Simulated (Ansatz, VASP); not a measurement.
# Cross-check of CaO (Lime) between VASP and Ansatz, part 3 of 3

One calculation is typed for both programs; each brings its own data sets. How far apart do they land? The cell is taken from a series of runs on this material, whose earlier steps may have relaxed, scaled, displaced or heated it; both programs get it as it stands.

VASP 6.6.1 and Ansatz 0.2.0.

So far: VASP: zone-centre phonons, LDA, pair 1; Ansatz: zone-centre phonons, LDA, pair 1; Differences; Ansatz: zone-centre phonons, LDA, pair 2; VASP: zone-centre phonons, LDA, pair 2; Comparison.

## 8. VASP: zone-centre phonons, LDA, pair 3

Level of this step: LDA; plane waves and PAW (O, Ca_sv) (VASP).

Second derivatives magnify differences that forces hide, and they need a tight electronic threshold. The cell compared in this pair holds 25.72 Å³, against 25.68 Å³ for the pair before.

INCAR

```
SYSTEM = CaO
PREC = Accurate
ENCUT = 600
EDIFF = 1E-08
NELM = 120
ISMEAR = 0
SIGMA = 0.01
LREAL = .FALSE.
ALGO = Normal
GGA = CA
NBANDS = 14
LORBIT = 11
LWAVE = .FALSE.
LCHARG = .FALSE.
ISIF = 2
IBRION = 8
LEPSILON = .TRUE.
LASPH = .TRUE.
GGA_COMPAT = .FALSE.
EFERMI = MIDGAP
KPAR = 2
```

POSCAR

```
CaO
1.0
    0.0257029447      2.3558466913      2.3558466913
    2.3558466913      0.0257029447      2.3558466913
    2.3558466913      2.3558466913      0.0257029447
O Ca
1 1
Direct
    0.5000000000      0.5000000000      0.5000000000
    0.0000000000      0.0000000000      0.0000000000
```

KPOINTS

```
Automatic mesh
0
Gamma
8 8 8
0 0 0
```

PAW data sets: O and Ca_sv (LDA family, release 64).

Launch:

```bash
> mpirun -np 2 vasp_std
```

Numbers of over 12 decimals in the logs are rounded to 6 here.

The log of the run:

```text
[... set-up lines as in an earlier step ...]
 entering main loop
       N       E                     dE             d eps       ncg     rms          rms(c)
DAV:   1     0.132602710874E+03    0.13260E+03   -0.92733E+03  1820   0.132E+03
DAV:   2    -0.999187484168E+01   -0.14259E+03   -0.13302E+03  2238   0.322E+02
DAV:   3    -0.157407481835E+02   -0.57489E+01   -0.57086E+01  2044   0.672E+01
DAV:   4    -0.159371327149E+02   -0.19638E+00   -0.19619E+00  2706   0.104E+01
[...]
DAV:  12    -0.142160470815E+02    0.47618E-06   -0.42673E-06  1966   0.220E-02    0.295E-03
DAV:  13    -0.142160469944E+02    0.87156E-07   -0.31074E-07  2888   0.451E-03    0.659E-04
DAV:  14    -0.142160469921E+02    0.22444E-08   -0.98655E-09  1346   0.103E-03
   1 F= -.14216047E+02 E0= -.14216047E+02  d E =0.000000E+00
 Linear response reoptimize wavefunctions to high precision
DAV:   1    -0.142160469921E+02    0.18190E-11   -0.27908E-09  1686   0.451E-04
DAV:   2    -0.142160469921E+02    0.14779E-10   -0.66604E-11   922   0.634E-05
 Linear response G [H, r] |phi>, progress :
  Direction:   1
[...]
RMM:  15    -0.357288235212E+00   -0.26599E-08   -0.33380E-08 10660   0.161E-05    0.458E-07
 first order change of Fermi-energy   0.16699E-03
 force on displaced ion       1 direction 1 :  -4.010  -0.029  -0.029
 Born effective charge ion    1 direction 1 :  -2.385  -0.009  -0.009
 Linear response progress:
  Degree of freedom:   2/  2
       N       E                     dE             d eps       ncg     rms          rms(c)
RMM:   1    -0.433264507898E+00   -0.43326E+00    0.67713E-01  4758   0.110E+01
RMM:   2    -0.382792705374E+00    0.50472E-01   -0.61553E-02  6631   0.245E+00    0.196E-01
RMM:   3    -0.383502552448E+00   -0.70985E-03   -0.17834E-02  8963   0.722E-01    0.135E-01
RMM:   4    -0.383868006790E+00   -0.36545E-03   -0.35316E-03  9788   0.298E-01    0.709E-02
[...]
RMM:  23    -0.383743794149E+00   -0.65402E-07    0.84998E-06  9564   0.551E-04    0.603E-05
RMM:  24    -0.383743813203E+00   -0.19053E-07    0.77099E-06  9978   0.490E-04    0.679E-05
RMM:  25    -0.383743937749E+00   -0.12455E-06    0.69648E-06 10011   0.449E-04    0.648E-05
 first order change of Fermi-energy  -0.31511E-03
 force on displaced ion       2 direction 1 :  -4.029  -0.025  -0.025
 Born effective charge ion    2 direction 1 :   2.384   0.009   0.009
 Born effective charges drift removed
 Linear response finished
```

From OUTCAR (step 8):

```text
  Total        0.4411841      0.4411841      0.4411841     -0.1433174     -0.1433174     -0.1433174
  in kB       27.4805414     27.4805414     27.4805414     -8.9269752     -8.9269752     -8.9269752
  external PRESSURE =      27.4805414 kB  Pullay stress =       0.0000000 kB

 POSITION                                       TOTAL-FORCE (eV/Angst)
 -----------------------------------------------------------------------------------
      2.36870      2.36870      2.36870        -0.000000      0.000000     -0.000000
      0.00000      0.00000      0.00000         0.000000     -0.000000      0.000000
 -----------------------------------------------------------------------------------
    total drift:                                0.000000      0.000000      0.000000

 MACROSCOPIC STATIC DIELECTRIC TENSOR (including local field effects in DFT)
 ------------------------------------------------------
           3.896562     0.009927     0.009927
           0.009927     3.896562     0.009927
           0.009927     0.009927     3.896562
 ------------------------------------------------------

 MACROSCOPIC STATIC DIELECTRIC TENSOR IONIC CONTRIBUTION
 ------------------------------------------------------
           9.954463     0.004491     0.004491
           0.004491     9.954463     0.004491
           0.004491     0.004491     9.954463
 ------------------------------------------------------

[... 1 part as in an earlier step ...]

[... 1 further part left out ...]
```

## 9. Ansatz: zone-centre phonons, LDA, pair 3

The same cell, functional (in two slightly different forms) and mesh now go to Ansatz, which takes its cutoff from its data sets.

The cell is taken from a series of runs on this material, whose earlier steps may have relaxed, scaled, displaced or heated it; both programs get it as it stands.

input.yaml

```yaml
crystal:
  lattice:
    - [0.0257029447, 2.3558466913, 2.3558466913]
    - [2.3558466913, 0.0257029447, 2.3558466913]
    - [2.3558466913, 2.3558466913, 0.0257029447]
  atoms:
    - { symbol: O, position: [0.5, 0.5, 0.5] }
    - { symbol: Ca, position: [0.0, 0.0, 0.0] }
kpoints:
  mp_grid: { grid: [8, 8, 8] }
hamiltonian:
  xc: lda
  pseudopotentials: { kind: paw, azcp: { folder: soft_1 }, xc_functional: pbe }
scf:
  occupations: { method: fixed }
output:
  eigenvalues: true
phonons:
  method: dfpt
  dielectric: true
  rigid_motions: translations
```

Launch:

```bash
> ansatz run input.yaml --threads 4 --pin off --max-ram 10240MiB --backend cpu --events-out ev --progress --plain --runs-dir out
```

The log of the run:

```text
[...]
Crystal: 2 atoms, lattice volume = 25.722 Å³
Basis set: ecut = 420 eV, 531 PW (Γ), exchange–correlation on 48×48×48 points (8 copies of the dense FFT grid, shifted against one another)
Bands: 12, of which v1, the nominal top of the filled ones, is band 8 counted from 1 (7 counted from 0)
Symmetry: 12 space group operations
k-points: 150 of 512 (irreducible under 2 space group operations, time reversal used)
[...]
optical modes at Γ + LO–TO along q̂ = [1.0000, 0.0000, 0.0000]:
      ω (cm⁻¹)  modes    IR ((D/Å)²/amu)
[...]
optical modes at Γ + LO–TO along q̂ = [0.0000, 1.0000, 0.0000]:
      ω (cm⁻¹)  modes    IR ((D/Å)²/amu)
[...]
577.92      1            11.4401
  optical modes at Γ + LO–TO along q̂ = [0.0000, 0.0000, 1.0000]:
      ω (cm⁻¹)  modes    IR ((D/Å)²/amu)
        299.62      1            11.3573
        301.44      1            11.5173
        577.92      1            11.4401
[key lines of the parts left out:]
SCF converged after 9 iterations
Free energy (F): -2331.643633 eV
Fermi energy:    8.192152 eV
```

## 10. Comparison

Compared:

```
                                     quantity  Ansatz   VASP  difference
                                        ε∞ xx    3.89   3.90     -0.10 %
                                        ε∞ yy    3.89   3.90     -0.10 %
                                        ε∞ zz    3.89   3.90     -0.10 %
 Born charge of O1 (mean of the diagonal) (e)   -2.38  -2.38        0.00
Born charge of Ca2 (mean of the diagonal) (e)    2.38   2.38        0.00
                   optical mode 1 to 2 (cm⁻¹)   299.6  307.9     -2.70 %
                        optical mode 3 (cm⁻¹)   302.4  311.1     -2.82 %
```

Modes are paired by rising frequency, not by their patterns, so a pair may set unlike modes beside each other; they are those without the splitting of longitudinal modes.

## 11. Outcome

| Item | Value |
| --- | --- |
| r.m.s. difference of the optical zone-centre modes, each program's sorted by frequency (zone-centre phonons, LDA, pair 1) | 8.7 cm⁻¹ |
| difference in optical mode 3 (zone-centre phonons, LDA, pair 1) | -2.8 % |
| r.m.s. difference of the optical zone-centre modes, each program's sorted by frequency (zone-centre phonons, LDA, pair 2) | 8.4 cm⁻¹ |
| difference in optical mode 1 (zone-centre phonons, LDA, pair 2) | -2.9 % |
| r.m.s. difference of the optical zone-centre modes, each program's sorted by frequency (zone-centre phonons, LDA, pair 3) | 8.5 cm⁻¹ |
| difference in optical mode 3 (zone-centre phonons, LDA, pair 3) | -2.8 % |

What this shows: The r.m.s. difference of the optical zone-centre modes, each program's sorted by frequency is 8.7 cm⁻¹ (zone-centre phonons, LDA, pair 1). Among the rows given in per cent, the largest difference of the zone-centre phonons, LDA, pair 1 pair is in optical mode 3, -2.8 %. Among the rows given in per cent, the largest difference of the zone-centre phonons, LDA, pair 2 pair is in optical mode 1, -2.9 %. Among the rows given in per cent, the largest difference of the zone-centre phonons, LDA, pair 3 pair is in optical mode 3, -2.8 %. 2 further runs of this series are not shown here. How closely two codes agree says nothing of how well the functional describes the real material.

[Lines on the potential files, build, host, timing and source positions are cut from VASP's logs without a mark.]

[Logs are printed without paths, hosts, clocks, repeated set-up lines and the standing remarks that a program may print on its own settings, such as how far it seeks lower states.]

[Hosts, paths, dates, database ids (printed as entryN), source tags and the programs' standing remarks are cut or masked in the printed files.]
